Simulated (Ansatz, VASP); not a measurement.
One calculation of MgSe, two programs

The input INCAR:

```
PREC     = Accurate       # precision mode
ENCUT    = 520            # plane-wave cutoff, eV
EDIFF    = 1E-7           # SCF threshold, eV
ISMEAR   = 0              # smearing method
SIGMA    = 0.02           # smearing width, eV
LREAL    = False          # projectors in reciprocal space
LASPH    = True           # aspherical terms in the spheres
NELM     = 150            # most SCF steps
ALGO     = Normal         # electronic algorithm
ISIF     = 2              # what is computed and relaxed
LWAVE    = False          # write WAVECAR
LCHARG   = False          # write CHGCAR
MAGMOM   = 0 0 0 0 0 0    # initial moments
LORBIT   = 11             # projections on sites
LSORBIT  = True           # spin-orbit coupling
GGA_COMPAT= False        
LORBMOM  = True         
GGA      = PE             # functional
NBANDS   = 20             # bands
```

File KPOINTS:

```
regular mesh
0
Gamma
  8 8 8
```

POSCAR

```
MgSe
1.0
    0.0000000000      2.7544736754      2.7544736754
    2.7544736754      0.0000000000      2.7544736754
    2.7544736754      2.7544736754      0.0000000000
Mg Se
1 1
Direct
    0.0000000000      0.0000000000      0.0000000000
    0.5000000000      0.5000000000      0.5000000000
```

Input for Ansatz:

```yaml
crystal:
  lattice:
    - [0.0, 2.7544736754, 2.7544736754]
    - [2.7544736754, 0.0, 2.7544736754]
    - [2.7544736754, 2.7544736754, 0.0]
  atoms:
    - { symbol: Mg, position: [0.0, 0.0, 0.0] }
    - { symbol: Se, position: [0.5, 0.5, 0.5] }
basis:
  ecutwfc: 420
kpoints:
  mp_grid: { grid: [8, 8, 8] }
  band_path: { path: [VBM, CBM], npoints: 2 }
hamiltonian:
  xc: pbe
scf:
  occupations: { method: gaussian, width: 0.02 }
output:
  forces: false
  stress: false
  eigenvalues: true
magnetization:
  noncollinear: true
  spin_orbit: true
checkpoint:
  read: start.run
  write: ck
  compress: false
  write_wavefunctions: false
  write_every: 100000
```

Alike in both runs: task single point; functional PBE; k mesh 8 × 8 × 8; occupations gaussian, width 0.02 eV; non-collinear spin, spin-orbit coupling.

|  | VASP | Ansatz |
| --- | --- | --- |
| version | VASP 6.6.1 | Ansatz 0.2.0 |
| potentials or method | VASP PAW PBE potentials, release 64 (Mg, Se) | plane waves, PAW |
| plane-wave cutoff (eV) | 520 | 420 |
| valence electrons in the cell | 8 | 26 |

```tsv
	VASP	Ansatz	Ansatz less VASP
gap on the k mesh at the Fermi level (eV)	1.61	1.63	+0.023
least direct gap on the mesh (eV)	2.25	2.26	+0.011
net moment per atom (μB)	0.00	0.00	0.000
```

The functional is the same, so the differences come from potentials, cutoffs and numerics. The two sets of potentials don't hold the same shells in valence.
